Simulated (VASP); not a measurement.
**CuI (zincblende): one r²SCAN single-point calculation in two programs**

```yaml
crystal:
  lattice:
    - [0.00000, 3.01203, 3.01203]
    - [3.01203, 0.00000, 3.01203]
    - [3.01203, 3.01203, 0.00000]
  atoms:
    - { symbol: Cu, position: [0.00000, 0.00000, 0.00000] }
    - { symbol: I, position: [0.25000, 0.25000, 0.25000] }
```

The two codes use different PAW datasets and cutoffs. VASP's cell holds 18 valence electrons and Ansatz's 36. Ansatz's stress includes a Pulay correction; VASP's doesn't.

Cutoffs: 520 eV in VASP, 500 eV in Ansatz. k meshes: 8×8×8 and 8×8×8.

```csv
,VASP,Ansatz
gap between bands v and c,1.67 eV,1.67 eV
least direct gap,1.67 eV,1.67 eV
pressure,-0.1 GPa,0.0 GPa
```

Band v is the last that the valence electrons fill when counted band by band, and c is the next. Levels in eV from the top of v, Ansatz:

```json
{"point": "Γ", "v−1": "0.00", "v": "0.00", "c": "1.67", "c+1": "5.24"}
{"point": "X", "v−1": "-1.56", "v": "-1.56", "c": "2.90", "c+1": "3.17"}
{"point": "K", "v−1": "-1.56", "v": "-1.30", "c": "3.36", "c+1": "4.97"}
{"point": "L", "v−1": "-0.74", "v": "-0.74", "c": "2.56", "c+1": "5.75"}
{"point": "W", "v−1": "-1.65", "v": "-1.30", "c": "4.87", "c+1": "4.97"}
```

VASP:

```tsv
point	v−1	v	c	c+1
Γ	0.00	0.00	1.67	5.22
X	-1.57	-1.57	2.90	3.17
K	-1.56	-1.30	3.36	4.97
L	-0.74	-0.74	2.57	5.73
W	-1.66	-1.31	4.87	4.96
```
